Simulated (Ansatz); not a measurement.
# SiO2 (P3_121): the host for defect calculations

Aim: the runs on the perfect crystal SiO2 (P3_121) that a defect calculation needs first.

Program: Ansatz 0.2.0. Level of theory: plane-wave PAW DFT, r2SCAN; relaxation of the host's cell and atoms; PAW set soft_1, in the first sound run; inputs show where later runs differ. Results are calculated unless marked as measured.

Most raw output is cut from this account.

**1. The structure**

Symmetry: P3_121, No. 152, trigonal system. Conventional cell: a = 4.915 Å, b = 4.915 Å, c = 5.431 Å, α = 90.00°, β = 90.00°, γ = 120.00°. Nearest to Si lie 4 O at 1.61 to 1.62 Å. O has 2 Si at 1.61 to 1.62 Å nearest. Farther neighbours and most contacts between anions are not listed.

**2. Host cell relaxation**

Cell and atoms are relaxed together, until forces and stress fall under their thresholds.

File cell/input.yaml:

```yaml
crystal:
  lattice:
    - [4.9149662, 0.0, 0.0]
    - [-2.4574831, 4.2564856, 0.0]
    - [0.0, 0.0, 5.4313011]
  atoms:
    - { symbol: Si, position: [0.53108859, 0.53108859, 0.0] }
    - { symbol: Si, position: [0.0, 0.46891141, 0.66666667] }
    - { symbol: Si, position: [0.46891141, 0.0, 0.33333333] }
    - { symbol: O, position: [0.26922311, 0.41339429, 0.78489098] }
    - { symbol: O, position: [0.58660571, 0.85582882, 0.11822431] }
    - { symbol: O, position: [0.14417118, 0.73077689, 0.45155765] }
    - { symbol: O, position: [0.41339429, 0.26922311, 0.21510902] }
    - { symbol: O, position: [0.73077689, 0.14417118, 0.54844235] }
    - { symbol: O, position: [0.85582882, 0.58660571, 0.88177569] }
basis:
  ecutwfc: 500
  xc_grid: 2
hamiltonian:
  xc: r2scan
  pseudopotentials: { kind: paw, azcp: { folder: soft_1 } }
kpoints:
  mp_grid: { grid: [7, 7, 5] }
scf:
  occupations: { method: fixed }
  max_iter: 100
relax:
  f_tol: 0.005
  max_steps: 60
  cell: {}
output:
  forces: true
  stress: true
checkpoint:
  write: "../cell.run"
  compress: false
  write_wavefunctions: false
  write_every: 100000
```

On the command line:

```console
$ ansatz run input.yaml --threads 8 --pin off --max-ram 22609MiB --backend cpu --events-out ev --progress --plain --runs-dir out
```

Run time: 10 s. Hardware: 8 threads of Arm Neoverse V2, shared host; peak memory 0.58 GiB.

The steps of the relaxation:

```csv
step,energy less that of the first step (eV),largest force component (eV/Å),pressure (GPa),volume (Å³)
1,0.0000,0.0163,0.06,113.63
2,-0.0002,0.0126,0.04,113.63
3,-0.0004,0.0026,0.01,113.60
4*,-0.0004,0.0026,0.01,113.60
```

Relaxation steps marked * repeat the geometry before them on a plane-wave basis chosen anew for their cell, so energy and pressure can jump there.

The run keeps the 6 symmetry operations that it works with, so distortions that break them were not tested.

```csv
"conventional cell, symmetrised",before,after,change
a (Å),4.915,4.921,+0.1 %
b (Å),4.915,4.921,+0.1 %
c (Å),5.431,5.417,-0.3 %
volume (Å³/atom),12.63,12.62,-0.0 %
```

This step gave:

| Property | Result |
| --- | --- |
| pressure | 0.007076 GPa |

The cell shrank by 0.0 % in volume.

**3. Dielectric tensors of the host**

The response to a uniform electric field gives the electronic dielectric tensor.

This step: plane-wave PAW DFPT, PBEsol; dielectric tensors, Born charges and zone-centre modes of the host; PAW set soft_1 (Ansatz 0.2.0).

File eps/input.yaml:

```yaml
crystal:
  lattice:
    - [4.9211020672, 0.0, 0.0]
    - [-2.4605510336, 4.2617994048, 0.0]
    - [0.0, 0.0, 5.4165347629]
  atoms:
    - { symbol: Si, position: [0.5310287163, 0.5310287163, 0.0] }
    - { symbol: Si, position: [0.0, 0.4689712837, 0.6666666667] }
    - { symbol: Si, position: [0.4689712837, 0.0, 0.3333333333] }
    - { symbol: O, position: [0.2690380509, 0.413212997, 0.7845842363] }
    - { symbol: O, position: [0.586787003, 0.8558250538, 0.1179175696] }
    - { symbol: O, position: [0.1441749462, 0.7309619491, 0.4512509029] }
    - { symbol: O, position: [0.413212997, 0.2690380509, 0.2154157637] }
    - { symbol: O, position: [0.7309619491, 0.1441749462, 0.5487490971] }
    - { symbol: O, position: [0.8558250538, 0.586787003, 0.8820824304] }
basis:
  ecutwfc: 420
hamiltonian:
  xc: pbesol
  pseudopotentials: { kind: paw, azcp: { folder: soft_1 }, xc_functional: pbe }
kpoints:
  mp_grid: { grid: [6, 6, 5] }
scf:
  occupations: { method: fixed }
  max_iter: 100
phonons:
  method: dfpt
  dielectric: true
  rigid_motions: translations
```

Elapsed: 56 s, on 8 threads; peak memory 1.6 GiB.

Electronic dielectric tensor:

```
2.49 0.00 0.00
0.00 2.49 0.00
0.00 0.00 2.52
```

Static dielectric tensor:

```
4.64 0.00 0.00
0.00 4.64 0.00
0.00 0.00 4.86
```

The principal values of the electronic dielectric tensor are 2.49, 2.49 and 2.52. The principal values of the static dielectric tensor are 4.64, 4.64 and 4.86.

**4. Primitive cell on a dense mesh**

A dense mesh gives the host's converged energy, against which the supercell's sampling is tested.

This step: plane-wave PAW DFT, r2SCAN; single point of the host's primitive cell on a dense mesh; PAW set soft_1 (Ansatz 0.2.0).

dense/input.yaml, as its differences from eps/input.yaml of step 3:

```diff
@@ -16,14 +16,11 @@
 basis:
-  ecutwfc: 420
+  ecutwfc: 500
+  xc_grid: 2
 hamiltonian:
-  xc: pbesol
-  pseudopotentials: { kind: paw, azcp: { folder: soft_1 }, xc_functional: pbe }
+  xc: r2scan
+  pseudopotentials: { kind: paw, azcp: { folder: soft_1 } }
 kpoints:
-  mp_grid: { grid: [6, 6, 5] }
+  mp_grid: { grid: [7, 7, 5] }
 scf:
-  occupations: { method: fixed }
-  max_iter: 100
-phonons:
-  method: dfpt
-  dielectric: true
-  rigid_motions: translations
+  occupations: { method: fermi_dirac, width: 0.01 }
+  max_iter: 80
```

Run time: 3.1 s. Hardware: 8 threads; peak memory 0.54 GiB; 22 s of CPU time.

**5. Self-consistent run**

This step: plane-wave PAW DFT, r2SCAN; single point of the defect-free supercell, a test of its k-points; PAW set soft_1 (Ansatz 0.2.0).

System of this step: SiO2 (P3_121). The cell holds 72 atoms: 24 Si and 48 O. Its edges and angles: a = 9.842 Å, b = 9.842 Å, c = 10.833 Å, α = 90.0°, β = 90.0°, γ = 120.0°.

File pristine.sampling/input.yaml:

```yaml
crystal:
  lattice:
    - [9.8422041343, 0.0, 0.0]
    - [-4.9211020672, 8.5235988096, 0.0]
    - [0.0, 0.0, 10.8330695259]
  atoms:
    - { symbol: Si, position: [0.2655143582, 0.2655143582, 0.0] }
    - { symbol: Si, position: [0.0, 0.2344856418, 0.3333333334] }
    - { symbol: Si, position: [0.2344856418, 0.0, 0.1666666666] }
    - { symbol: O, position: [0.1345190254, 0.2066064985, 0.3922921182] }
    - { symbol: O, position: [0.2933935015, 0.4279125269, 0.0589587848] }
    - { symbol: O, position: [0.0720874731, 0.3654809746, 0.2256254514] }
    - { symbol: O, position: [0.2066064985, 0.1345190254, 0.1077078818] }
    - { symbol: O, position: [0.3654809746, 0.0720874731, 0.2743745486] }
[... 60 atom lines left out ...]
    - { symbol: O, position: [0.5720874731, 0.8654809746, 0.7256254514] }
    - { symbol: O, position: [0.7066064985, 0.6345190254, 0.6077078818] }
    - { symbol: O, position: [0.8654809746, 0.5720874731, 0.7743745486] }
    - { symbol: O, position: [0.9279125269, 0.7933935015, 0.9410412152] }
basis:
  ecutwfc: 500
  xc_grid: 2
hamiltonian:
  xc: r2scan
  pseudopotentials: { kind: paw, azcp: { folder: soft_1 } }
kpoints:
  mp_grid: { grid: [1, 1, 1], shift: [0.25, 0.25, 0.25] }
scf:
  occupations: { method: fermi_dirac, width: 0.01 }
  max_iter: 80
```

It took 10 s on 8 threads; peak memory 2 GiB; 68 s of CPU time.

Numbers from this step:

| Property | Result |
| --- | --- |
| energy over dense mesh | -1.79e-4 eV/atom |

**6. Defect free supercell relaxed from its symmetric sites**

This cell, the one that will hold the defects, is built from the relaxed host. Its coarser k-points can move the atoms a little, so it is relaxed from the symmetric sites, as the reference for the test of stability.

This step: plane-wave PAW DFT, r2SCAN; relaxation of the defect-free supercell from its symmetric sites; PAW set soft_1 (Ansatz 0.2.0).

pristine.symmetric/input.yaml, as its differences from pristine.sampling/input.yaml of step 5:

```diff
@@ -89 +89,12 @@
   max_iter: 80
+output:
+  forces: true
+relax:
+  f_tol: 0.01
+  max_steps: 60
+  escape_saddle: false
+checkpoint:
+  write: "../pristine.symmetric.run"
+  compress: false
+  write_wavefunctions: false
+  write_every: 100000
```

Wall time 20 s (8 threads); peak memory 2 GiB; 2.2 min of CPU time.

Hardly anything moved in the relaxation; the energy changed by under 0.2 meV an atom.

**7. Defect free supercell relaxed from displaced atoms**

This step: plane-wave PAW DFT, r2SCAN; relaxation of the defect-free supercell from random displacements, a test of the host's stability; PAW set soft_1 (Ansatz 0.2.0).

pristine.rattled/input.yaml, as its differences from pristine.symmetric/input.yaml of step 6:

```diff
@@ -93,6 +93,6 @@
   f_tol: 0.01
-  max_steps: 60
-  escape_saddle: false
+  max_steps: 120
+  random_displacement: { amplitude: 0.08, seed: 8268 }
 checkpoint:
-  write: "../pristine.symmetric.run"
+  write: "../pristine.rattled.run"
   compress: false
```

The job ended after 48 s (8 threads; peak memory 2 GiB; 5.5 min of CPU time).

Step by step:

```csv
step,energy less that of the first step (eV),largest force component (eV/Å)
1,0.0000,6.3891
2,-4.3961,3.5261
3,-7.2937,0.0872
4,-7.3038,0.0036
5,-7.3038,0.0036
```

The atoms that moved most (Å, from the sites as typed, ahead of the random displacement, the mean shift of all atoms taken out):

```csv
atom,dx,dy,dz,length
O8,-0.008,0.002,0.007,0.011
O23,0.008,0.001,0.007,0.010
O24,0.003,-0.008,-0.002,0.009
O9,-0.003,0.008,0.000,0.009
O31,0.001,0.008,-0.001,0.008
O7,-0.002,-0.007,-0.002,0.008
O40,-0.004,0.006,-0.001,0.007
O34,0.000,0.005,0.005,0.007
```

The relaxation ends 101 meV an atom lower than the displaced start, with a largest force component of 0.0036 eV/Å.

**8. Summary of results**

```yaml
primitive_cell_vectors_lengths: 4.921, 4.921, 5.417 Å
electronic_dielectric_constant: principal values (2.49, 2.49, 2.52)
static_dielectric_constant: principal values (4.64, 4.64, 4.86)
gap_on_the_k_mesh_of_the_response_run_pbesol: 5.83 eV
supercell_relaxed_in_its_symmetry_less_the_displaced_and_relaxed_one: 0.000 eV
energy_an_atom_at_one_point_at_less_that_on_the_dense_mesh: 0.000 eV
```

Step 7: The energy fell by 7.304 eV from the randomly displaced start; against the sites as typed, O8 ends farthest off, by 0.01 Å, once the mean shift is taken out. The displaced cell ends within 0.01 eV of the symmetric one relaxed in its symmetry, so no lower structure shows in this supercell. The k-mesh can miss the band edges, so this gap is an upper bound at this level. All at zero temperature.

[Logs are printed without paths, hosts, clocks, repeated set-up lines and the standing remarks that a program may print on its own settings, such as how far it seeks lower states.]

[Hosts, paths, dates, database ids (printed as entryN), source tags and the programs' standing remarks are cut or masked in the printed files.]

[Runs of the host that timed out are not shown.]

[For some hosts the program warned that the k-mesh of the response run may be too coarse for force constants and the static dielectric constant; such warnings are not always shown.]
